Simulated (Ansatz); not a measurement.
C, DFT, PBEsol, all-electron LAPW, scalar-relativistic (Ansatz 0.2.0), run on 1 thread of Arm Neoverse V2 on a shared host.

The cell is COD entry 9000046, as deposited and not checked against the literature; nothing was relaxed. The listed cell was then made from it by scaling, straining or moving an atom.

Command: `ansatz run input.yaml --threads 1 --pin off --max-ram 3072MiB --backend cpu --events-out ev --progress --plain --runs-dir out`

```yaml
crystal:
  lattice:
    - [0.0, 2.1340664971, 3.3591230053]
    - [1.2320797642, 0.0, 3.3591230053]
    - [1.2320797642, 2.1340664971, 0.0]
  atoms:
    - { symbol: C, position: [0.16667, 0.83333, 0.16667] }
    - { symbol: C, position: [0.83333, 0.16667, 0.83333] }
kpoints:
  mp_grid: { grid: [18, 18, 18] }
  band_path:
    path:
      - [0.0, 0.0, 0.0]
      - [0.5, 0.0, 0.5]
      - [1.0, 0.5, 0.5]
      - [0.5, 0.5, 0.0]
      - [0.0, 0.0, 0.0]
      - [0.0, 0.3669630913, 0.3669630913]
      - [1.0, 0.6330369087, 0.6330369087]
      - [1.0, 0.5, 0.5]
      - [0.5, 0.0, 0.5]
    npoints: 5
scf:
  occupations: { method: fermi_dirac, width: 0.05 }
hamiltonian:
  xc: pbesol
  pseudopotentials: { kind: all_electron, lapw: { basis_error: 0.00025 } }
output:
  forces: true
  stress: true
  eigenvalues: true
```

Problem. How large is the problem that the program sets up?

Solution. 865 irreducible k-points, 605 plane waves at Γ, 10 bands.

Problem. Estimate the wall time and the peak memory.

Solution. 110 s of wall time for 6 SCF iterations, with a peak of 1.5 GiB. Times on shared machines scatter by tens of per cent.
